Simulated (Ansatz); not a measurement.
# What strain tensor (xx, yy, zz, yz, xz, xy) = (−0.61, +1.46, +0.32, +0.21, −0.02, −0.50) % does to InCuS2

The reference is InCuS₂ in the chalcopyrite structure (space group I-42d, No. 122; a = 5.5220 Å, c = 11.1303 Å). Axes: x, y, z lie along a, b, c of the conventional cell.

It is then changed as follows: the symmetric strain tensor [-0.0061 -0.0050 -0.0001; -0.0050 0.0146 0.0020; -0.0001 0.0020 0.0032]; the atoms relax in the strained cell.

Level of theory: Ansatz (a quantum-chemistry and plane-wave program), r2SCAN, PAW, cutoff 500 eV, no spin-orbit coupling. Γ-centred 9×9×9 mesh, Fermi–Dirac width 0.05 eV.

The volume per atom grows by 0.25 Å³ to 21.46 Å³ and the space group changes from I-42d (No. 122) to P1 (No. 1). The energy goes up by 1.4 meV/atom and the pressure (mean of the normal stresses, compression positive) goes from zero to -0.83 GPa. The band gap decreases by 0.04 eV to 0.32 eV and the gap character remains direct at Γ. The valence-band top at Γ (three highest levels, from the VBM) goes from 0.00, -0.02, -0.02 eV to 0.00, 0.00, -0.06 eV and the valley order (the lowest conduction-band minima on the path, energy above the VBM, named in the base's zone) is Γ 0.32 eV; X (1/2, 1/2, 0) 1.50 eV; X (0, 0, 1/2) 1.54 eV. The stress (xx, yy, zz, yz, xz, xy; compression positive) comes out as (-0.51, -1.18, -0.80, -0.16, 0.01, 0.38) GPa.

No phonon test of stability was made. All final runs are without spin polarisation. Labels are those of the standard path for the cell's own space group.
